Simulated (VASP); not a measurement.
# Pb (Cmce) in VASP: single point with PBE

Aim: the single point of Pb with PBE.

Everything below comes from runs of VASP 6.6.1. Logs are shortened: lines on timing, memory, paths and dates and some standing lists are left out, and cuts for length are marked.

## Step 1: The cell of the first run

It takes space group Cmce (No. 64, orthorhombic). The conventional cell has a = 10.298 Å, b = 6.046 Å, c = 6.459 Å, α = 90.00°, β = 90.00°, γ = 90.00°. Around Pb (site symmetry m) lie 6 Pb at 2.85 to 3.22 Å. Pb (site symmetry 2) is surrounded by 6 Pb at 2.85 to 3.22 Å.

This isn't the form of Pb at room conditions, which is fcc.

## Step 2: Single point, PBE (Si replaced by Pb, lengths x 1.189, strained and moved within the space group)

INCAR

```
SYSTEM = Pb
  ALGO = Fast
  EDIFF = 1E-6
  ENCUT = 520
  GGA = PE
  ISIF = 2
  ISMEAR = 0
  LASPH = .TRUE.
  LCHARG = .FALSE.
  LREAL = .FALSE.
  LWAVE = .FALSE.
  NBANDS = 66
  NELM = 100
  PREC = Accurate
  SIGMA = 0.1
```

KPOINTS

```
k-points
0
G
  4 4 4
  0 0 0
```

POSCAR

```
Pb
1.0
    5.1488038193     -3.0228372138      0.0000000000
    5.1488038193      3.0228372138      0.0000000000
    0.0000000000      0.0000000000      6.4590708556
Pb
8
Direct
    0.6757337254      0.3242662746      0.7620344468
    0.3242662746      0.6757337254      0.2379655532
    0.8242662746      0.1757337254      0.2620344468
    0.1757337254      0.8242662746      0.7379655532
    0.6978143730      0.6978143730      0.5000000000
    0.1978143730      0.1978143730      0.0000000000
    0.3021856270      0.3021856270      0.5000000000
    0.8021856270      0.8021856270      0.0000000000
```

Potentials or basis: VASP PAW PBE potentials, release 64 (Pb_d).

Run with:

```sh
cat potpaw_PBE.64/Pb_d/POTCAR > POTCAR
mpirun -np 1 vasp_std > vasp.out
```

OUTCAR:

```text
SYSTEM = Pb
   EDIFF = 1E-6
   ENCUT = 520
   GGA = PE
   ISIF = 2
   ISMEAR = 0
   LASPH = .TRUE.
   LREAL = .FALSE.
   NELM = 100
   PREC = Accurate

 ion  position               nearest neighbor table
   1  0.676  0.324  0.762-   5 2.85   7 2.85   4 3.03   4 3.03   8 3.22   6 3.22   3 3.35   3 3.35
                             6 3.63   8 3.63   2 3.74   2 4.00   7 4.05   5 4.05
   2  0.324  0.676  0.238-   5 2.85   7 2.85   3 3.03   3 3.03   6 3.22   8 3.22   4 3.35   4 3.35
                             6 3.63   8 3.63   1 3.74   1 4.00   5 4.05   7 4.05
   3  0.824  0.176  0.262-   6 2.85   8 2.85   2 3.03   2 3.03   5 3.22   7 3.22   1 3.35   1 3.35
                             7 3.63   5 3.63   4 3.74   4 4.00   6 4.05   8 4.05
   4  0.176  0.824  0.738-   6 2.85   8 2.85   1 3.03   1 3.03   7 3.22   5 3.22   2 3.35   2 3.35
                             7 3.63   5 3.63   3 3.74   3 4.00   8 4.05   6 4.05
   5  0.698  0.698  0.500-   1 2.85   2 2.85   7 3.21   7 3.21   3 3.22   4 3.22   8 3.40   8 3.40
                             3 3.63   4 3.63   1 4.05   2 4.05   7 4.07
   6  0.198  0.198  0.000-   3 2.85   4 2.85   8 3.21   8 3.21   2 3.22   1 3.22   7 3.40   7 3.40
                             1 3.63   2 3.63   4 4.05   3 4.05   8 4.07
   7  0.302  0.302  0.500-   1 2.85   2 2.85   5 3.21   5 3.21   3 3.22   4 3.22   6 3.40   6 3.40
                             3 3.63   4 3.63   1 4.05   2 4.05   5 4.07
   8  0.802  0.802  0.000-   3 2.85   4 2.85   6 3.21   6 3.21   2 3.22   1 3.22   5 3.40   5 3.40
                             1 3.63   2 3.63   4 4.05   3 4.05   6 4.07

  LATTYP: Found a base centered orthorhombic cell.
 ALAT       =     6.0456744276
 B/A-ratio  =     1.7033017179
 C/A-ratio  =     1.0683788770

  Lattice vectors:

 A1 = (  -5.1488038193,  -3.0228372138,   0.0000000000)
 A2 = (   5.1488038193,  -3.0228372138,   0.0000000000)
 A3 = (   0.0000000000,   0.0000000000,   6.4590708556)

Analysis of symmetry for initial positions (statically):
=====================================================================
 Subroutine PRICEL returns:
 Original cell was already a primitive cell.

 Routine SETGRP: Setting up the symmetry group for a
 base centered orthorhombic supercell.

 Subroutine GETGRP returns: Found  8 space group operations
 (whereof  4 operations were pure point group operations)
 out of a pool of  8 trial point group operations.

The static configuration has the point symmetry C_2h.
 The point group associated with its full space group is D_2h.

Analysis of symmetry for dynamics (positions and initial velocities):
=====================================================================
 Subroutine PRICEL returns:
 Original cell was already a primitive cell.
[... 129 lines left out ...]
   NUPDOWN=      -1.0000    fix difference up-down
   EMIN   =  10.00;   EMAX   =-10.00  energy-range for DOS
   EFERMI =   0.00;   METHOD = LEGACY
   ISMEAR =     0;   SIGMA  =   0.10  broadening in eV -4-tet -1-fermi 0-gaus
   EFERMI_NEDOS =   21; number of points for ismear=-14 and -15
   IALGO  =     68    algorithm
   IMIX   =      4    mixing-type and parameters
     AMIX     =   0.40;   BMIX     =  1.00
     AMIX_MAG =   1.60;   BMIX_MAG =  1.00
  volume/ion in A,a.u.               =      25.13       169.60
  Fermi-wavevector in a.u.,A,eV,Ry     =   1.347019  2.545497 24.687237  1.814461
  Thomas-Fermi vector in A             =   2.474804
   LORBIT       =      0    0 simple, 1 ext, 2 COOP (PROOUT), +10 PAW based schemes
   GGA     = PE    functional components
   LHFCALC =     F    Hartree Fock is set to
   AEXX    =    0.0000 exact exchange contribution
   IVDW    =     0    specifies the selected vdW correction
   LEPSILON=     F    determine dielectric tensor
   LRPA    =     F    only Hartree local field effects (RPA)
 non-spin polarized calculation
 RMM-DIIS sequential band-by-band and
 Gauss-broadening in eV      SIGMA  =   0.10
  energy-cutoff  :      520.00
  volume of cell :      201.06
 maximum number of plane-waves:      5432
 NGX is ok and might be reduce to    48
   NGX = 23   NGY = 23   NGZ = 25

 number of electron     112.0000036 magnetization

 Free energy of the ion-electron system (eV)
  ---------------------------------------------------
  ext. energy  EPLUGINS =         0.00000000
  ---------------------------------------------------
  free energy    TOTEN  =       -23.27286503 eV

  energy without entropy =      -23.24999014  energy(sigma->0) =      -23.26142758

 E-fermi :   9.6089     XC(G=0): -11.0664

 val. band max:        9.5902486511   @ k =  -0.2500   0.2500   0.2500
 cond. band min:       9.6274714604   @ k =   0.2500   0.0000   0.2500
 fundamental gap:      0.0372228093
 Fermi energy:         9.6089447973

 k-point     1 :       0.0000    0.0000    0.0000
  band No.  band energies     occupation
      1      -8.2706      2.00000
      2      -8.2242      2.00000
      3      -8.2176      2.00000
      4      -8.1942      2.00000
      5      -8.1497      2.00000
      6      -8.0768      2.00000
[... 1438 lines left out ...]
     65      13.7669      0.00000
     66      13.7669      0.00000

------------------------ aborting loop because EDIFF is reached ----------------------------------------

  FORCE on cell =-STRESS in cart. coord.  units (eV):
  Direction    XX          YY          ZZ          XY          YZ          ZX
  --------------------------------------------------------------------------------------
  -------------------------------------------------------------------------------------
  Total       31.9844763     30.0669561     23.2595368      0.0000000      0.0000000      0.0000000
  in kB      254.8758439    239.5956323    185.3491057      0.0000000      0.0000000      0.0000000
  external PRESSURE =     226.6068606 kB  Pullay stress =       0.0000000 kB

 VOLUME and BASIS-vectors are now :
 -----------------------------------------------------------------------------
  energy-cutoff  :      520.00
  volume of cell :      201.06
      direct lattice vectors                 reciprocal lattice vectors
     5.148803819 -3.022837214  0.000000000     0.097109934 -0.165407518  0.000000000
     5.148803819  3.022837214  0.000000000     0.097109934  0.165407518  0.000000000
     0.000000000  0.000000000  6.459070856     0.000000000  0.000000000  0.154821030

 POSITION                                       TOTAL-FORCE (eV/Angst)
 -----------------------------------------------------------------------------------
      5.14880     -1.06243      4.92203         0.000000     -0.555679      1.687213
      5.14880      1.06243      1.53704         0.000000      0.555679     -1.687213
      5.14880     -1.96041      1.69250         0.000000      0.555679      1.687213
      5.14880      1.96041      4.76657         0.000000     -0.555679     -1.687213
      7.18582      0.00000      3.22954         2.571262      0.000000      0.000000
      2.03701      0.00000      0.00000         2.571262      0.000000      0.000000
      3.11179      0.00000      3.22954        -2.571262      0.000000      0.000000
      8.26059      0.00000      0.00000        -2.571262      0.000000      0.000000
 -----------------------------------------------------------------------------------
    total drift:                                0.000000      0.000000      0.000000

  FREE ENERGIE OF THE ION-ELECTRON SYSTEM (eV)
  ---------------------------------------------------
  free  energy   TOTEN  =       -23.2728650271 eV

  energy  without entropy=      -23.2499901364  energy(sigma->0) =      -23.26142758
```

OSZICAR:

```text
N       E                     dE             d eps       ncg     rms          rms(c)
DAV:   1     0.158053934422E+04    0.15805E+04   -0.53944E+04  2772   0.224E+03
DAV:   2     0.189507445264E+03   -0.13910E+04   -0.13681E+04  2772   0.617E+02
DAV:   3    -0.105691702838E+02   -0.20008E+03   -0.19341E+03  3000   0.276E+02
DAV:   4    -0.231549849832E+02   -0.12586E+02   -0.12332E+02  3422   0.750E+01
DAV:   5    -0.235003136874E+02   -0.34533E+00   -0.34475E+00  3624   0.115E+01    0.280E+00
RMM:   6    -0.233265297131E+02    0.17378E+00   -0.26282E-01  3147   0.389E+00    0.144E+00
RMM:   7    -0.232697869894E+02    0.56743E-01   -0.21591E-01  3257   0.287E+00    0.287E-01
RMM:   8    -0.232707469736E+02   -0.95998E-03   -0.54502E-02  3553   0.191E+00    0.838E-02
RMM:   9    -0.232727236185E+02   -0.19766E-02   -0.23356E-02  4049   0.810E-01    0.799E-02
RMM:  10    -0.232727269179E+02   -0.32995E-05   -0.28500E-03  3505   0.408E-01    0.258E-02
RMM:  11    -0.232728642601E+02   -0.13734E-03   -0.15418E-03  4421   0.205E-01    0.168E-02
RMM:  12    -0.232728688627E+02   -0.46026E-05   -0.15068E-04  4356   0.643E-02    0.891E-03
RMM:  13    -0.232728647915E+02    0.40712E-05   -0.20740E-05  3385   0.389E-02    0.289E-03
RMM:  14    -0.232728653632E+02   -0.57169E-06   -0.14213E-05  3314   0.196E-02    0.972E-04
RMM:  15    -0.232728642622E+02    0.11010E-05   -0.15468E-06  1759   0.826E-03    0.763E-04
RMM:  16    -0.232728650271E+02   -0.76490E-06   -0.68625E-07  1725   0.640E-03
   1 F= -.23272865E+02 E0= -.23261428E+02  d E =-.228749E-01
```

It took 4.9 min on 1 thread of Intel Xeon Platinum 8259CL at 2.50GHz (Skylake/Cascade Lake), shared host; peak memory 0.41 GiB.

Results:

- Free energy: -23.2729 eV
- Pressure: 22.7 GPa
- Largest force: 2.571 eV/Å
- Band gap on the k mesh: none (metal or under the smearing width)

Forces on the atoms (eV/Å):
```
Pb   0.000 -0.556  1.687
Pb   0.000  0.556 -1.687
Pb   0.000  0.556  1.687
Pb   0.000 -0.556 -1.687
Pb   2.571  0.000  0.000
Pb   2.571  0.000  0.000
Pb  -2.571  0.000  0.000
Pb  -2.571  0.000  0.000
```

Levels at points of the mesh, in eV from the Fermi level:
```tsv
k point	band 54	band 55	band 56	band 57	band 58	band 59
(0.00, 0.00, 0.00)	-1.49	-1.40	-1.23	-1.19	-1.13	-0.66
(0.50, 0.00, 0.00)	-1.76	-0.31	-0.31	1.52	1.52	1.96
(0.50, 0.50, 0.00)	-1.04	-0.40	-0.36	0.54	1.86	2.42
(0.00, 0.00, 0.50)	-3.16	-1.82	-1.82	1.72	1.72	2.62
(0.50, 0.00, 0.50)	-0.55	0.11	0.11	0.49	0.49	0.71
(0.50, 0.50, 0.50)	-1.62	-0.77	-0.77	-0.13	-0.13	1.36
```

Caveat: so large a pressure means that the cell lies far from this level's equilibrium, or that cutoff or potentials fall short; forces of over 1 eV/Å show positions far from the minimum, so gaps and moduli don't describe the material at rest. The run has no spin-orbit coupling, so splittings on Pb are missing.
